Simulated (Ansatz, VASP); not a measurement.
One calculation of GaSb, two programs

File POSCAR:

```
GaSb
1.0
    0.0000000000      3.0962360099      3.0962360099
    3.0962360099      0.0000000000      3.0962360099
    3.0962360099      3.0962360099      0.0000000000
Ga Sb
1 1
Direct
    0.0000000000      0.0000000000      0.0000000000
    0.2500000000      0.2500000000      0.2500000000
```

Contents of INCAR.step1:

```
SYSTEM = GaSb
PREC = Accurate
ENCUT = 520
ISMEAR = -1
SIGMA = 0.02
LREAL = .False.
LASPH = .True.
NELM = 60
NBANDS = 16
GGA = PE
ALGO = Normal
EDIFF = 1E-4
LWAVE = .True.
LCHARG = .False.
```

The input INCAR.step2:

```
SYSTEM = GaSb
PREC = Accurate
ENCUT = 520
EDIFF = 1E-7
ISMEAR = -1
SIGMA = 0.02
LREAL = .False.
LASPH = .True.
NELM = 60
ALGO = Normal
ISIF = 2
LWAVE = .False.
LCHARG = .False.
METAGGA = R2SCAN
LMIXTAU = .True.
NBANDS = 16
ISTART = 1
```

KPOINTS

```
regular mesh
0
Gamma
  6 6 6
  0 0 0
```

Input for Ansatz:

```yaml
crystal:
  lattice:
    - [0.0, 3.0962360099, 3.0962360099]
    - [3.0962360099, 0.0, 3.0962360099]
    - [3.0962360099, 3.0962360099, 0.0]
  atoms:
    - { symbol: Ga, position: [0.0, 0.0, 0.0] }
    - { symbol: Sb, position: [0.25, 0.25, 0.25] }
kpoints:
  mp_grid: { grid: [6, 6, 6] }
hamiltonian:
  xc: r2scan
scf:
  occupations: { method: fermi_dirac, width: 0.02 }
  n_extra_bands: 4
output:
  forces: true
  stress: true
  eigenvalues: true
```

Alike in both runs: task single point; functional r2SCAN; k mesh 6 × 6 × 6; occupations fermi-dirac, width 0.02 eV; no spin polarisation.

|  | VASP | Ansatz |
| --- | --- | --- |
| version | VASP 6.6.1 | Ansatz 0.2.0 |
| potentials or method | VASP PAW PBE potentials, release 64 (Ga_d, Sb) | plane waves, PAW |
| plane-wave cutoff (eV) | 520 | 500 |
| valence electrons in the cell | 18 | 28 |

```csv
,VASP,Ansatz,Ansatz less VASP
pressure (GPa),-1.4,-1.5,-0.07
```

The functional is the same, so the differences come from potentials, cutoffs and numerics. The two sets of potentials don't hold the same shells in valence.

Caveats: the PAW data sets were made with another functional, which shifts forces and pressure a little (VASP); spin-orbit coupling is left out, which moves the levels of the heavy elements.
